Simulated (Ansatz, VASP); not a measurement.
# One calculation of Zr, two programs

INCAR

```
PREC = Accurate
ENCUT = 520
EDIFF = 1E-7
ISMEAR = -1
SIGMA = 0.05
LREAL = False
LASPH = True
NELM = 60
ALGO = Normal
ISIF = 2
LWAVE = False
LCHARG = False
GGA = PE
NBANDS = 12
```

The input KPOINTS:

```
regular mesh
0
Gamma
  13 13 13
```

POSCAR

```
Zr
1.0
    0.0000000000      2.2550000000      2.2550000000
    2.2550000000      0.0000000000      2.2550000000
    2.2550000000      2.2550000000      0.0000000000
Zr
1
Direct
    0.0000000000      0.0000000000      0.0000000000
```

Input for Ansatz:

```yaml
crystal:
  lattice:
    - [0.0, 2.255, 2.255]
    - [2.255, 0.0, 2.255]
    - [2.255, 2.255, 0.0]
  atoms:
    - { symbol: Zr, position: [0.0, 0.0, 0.0] }
kpoints:
  mp_grid: { grid: [13, 13, 13] }
  band_path:
    path:
      - [0.0, 0.0, 0.0]
      - [0.5, 0.0, 0.5]
      - [0.625, 0.25, 0.625]
      - [0.375, 0.375, 0.75]
      - [0.0, 0.0, 0.0]
      - [0.5, 0.5, 0.5]
      - [0.5, 0.25, 0.75]
      - [0.5, 0.0, 0.5]
    npoints: 5
scf:
  occupations: { method: fermi_dirac, width: 0.05 }
hamiltonian:
  xc: pbe
  pseudopotentials:
    kind: all_electron
    lapw: { basis_error: 0.0005 }
    relativity: none
output:
  forces: true
  stress: true
  eigenvalues: true
```

Alike in both runs: task single point; functional PBE; k mesh 13 × 13 × 13; occupations fermi-dirac, width 0.05 eV; no spin polarisation.

|  | VASP | Ansatz |
| --- | --- | --- |
| version | VASP 6.6.1 | Ansatz 0.2.0 |
| potentials or method | VASP PAW PBE potentials, release 64 (Zr_sv) | all-electron LAPW, non-relativistic |
| plane-wave cutoff (eV) | 520 | see its input |

```csv
,VASP,Ansatz,Ansatz less VASP
pressure (GPa),1.2,0.8,-0.43
```

Ansatz ran all-electron here, so the differences hold the error of VASP's frozen core and of both bases.
